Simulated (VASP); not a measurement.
# CaO: relaxation of the atoms, by relaxation method

CaO, P1 (no. 1), 8 atoms in the cell. PBE, relaxation of the atoms; PAW potentials Ca_sv, O (PBE set).

| Relaxation method | Ionic steps | Electronic steps | Largest force left (eV/Å) | Energy gained (eV/atom) | Time (s) |
|---|---|---|---|---|---|
| conjugate gradient, POTIM 0.5 | 10 | 80 | 0.0171 | -0.0173 | 484 |
| quasi-Newton, POTIM 0.5 | 7 | 59 | 0.0144 | -0.0173 | 352 |
| damped dynamics, POTIM 0.2, SMASS 0.4 | 18 | 123 | 0.0196 | -0.0173 | 700 |

Limits: the start was distorted on purpose (atoms moved at random), so the space group given is the start's and not the crystal's.

## Input of the first row

INCAR:
```
PREC = Normal ; ENCUT = 500
EDIFF = 1E-6 ; ISMEAR = 0
SIGMA = 0.05 ; LREAL = False
LASPH = True ; NELM = 100
ALGO = Normal ; LWAVE = False
LCHARG = False ; IBRION = 2
NSW = 150 ; ISIF = 2
EDIFFG = -0.02 ; POTIM = 0.5
KPAR = 8
```

KPOINTS:
```
k-points
0
Gamma
  5 5 4
```

POSCAR:
```
CaO
1.0
   -1.6676340000      1.6676340000      8.5134920000
    1.6676340000     -1.6676340000      8.5134920000
    3.3352680000      3.3352680000    -17.0269840000
Ca O
4 4
Direct
    0.6885880000      0.6933590000      0.0110130000
    0.6908000000      0.6595830000      0.4947590000
    0.3245380000      0.3159720000     -0.0006510000
    0.3137980000      0.3339770000      0.5022410000
    0.8034200000      0.8061660000     -0.0104510000
    0.8084010000      0.8346750000      0.5055230000
    0.1670840000      0.1708440000     -0.0119020000
    0.2033710000      0.1854250000      0.5094680000
```

Commands:
```
cat potpaw_PBE.64/Ca_sv/POTCAR potpaw_PBE.64/O/POTCAR > POTCAR
mpirun -np 8 vasp_std > vasp.out
```

Changes of the last row against the first:
```
- IBRION = 2
- POTIM = 0.5
+ IBRION = 3
+ POTIM = 0.2
+ SMASS = 0.4
```

VASP 6.6.1 took 484 s on 8 cores (Intel Xeon 6975P-C (Granite Rapids)), a shared host.
